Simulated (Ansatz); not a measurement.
## Zn: reading a single point

```
CELL_PARAMETERS angstrom
2.62068 0.00000 0.00000
0.02194 -4.97154 0.00000
0.00000 0.00000 22.79607
ATOMIC_POSITIONS crystal
Zn 0.04862 0.24086 0.40607
Zn 0.57171 0.28724 0.50645
Zn 0.10955 0.31518 0.62713
Zn 0.42617 0.76142 0.37287
Zn 0.98331 0.74899 0.48987
Zn 0.50943 0.77559 0.59139
```

Level: a composed functional ({exchange: {pbe: 0.69, slater: 0.31}, correlation: pbe}), dipole correction along c, no spin polarisation; 420 eV; 7×4×1 (shifted by 0.5, 0.5, 0 steps) mesh; fermi-dirac occupations (width 0.1 eV); Ansatz 0.2.0, fixed geometry.

(1) Describe some of the short contacts.

(2) Which atom feels the largest force, and which way?

(3) Metal or insulator?

Origin: a slab in vacuum, so it need not be a known compound. Caveats: the k mesh is coarse if the cell is a metal; stress is the mean over slab and vacuum.

Answers

(1) Zn–Zn at 2.57 Å: least valence density 0.26 e/Å³ and ELF 0.28 there. These are pseudo-fields; inside the PAW spheres they differ from the all-electron ones.

(2) The largest is on Zn3: 0.62 eV/Å, components (-0.17, 0.20, -0.57). It makes 75° with the line to a nearest neighbour, Zn3 at 2.62 Å.

(3) It is a metal, with about 2.4 states/eV a cell as the mean within 0.25 eV of the Fermi level.
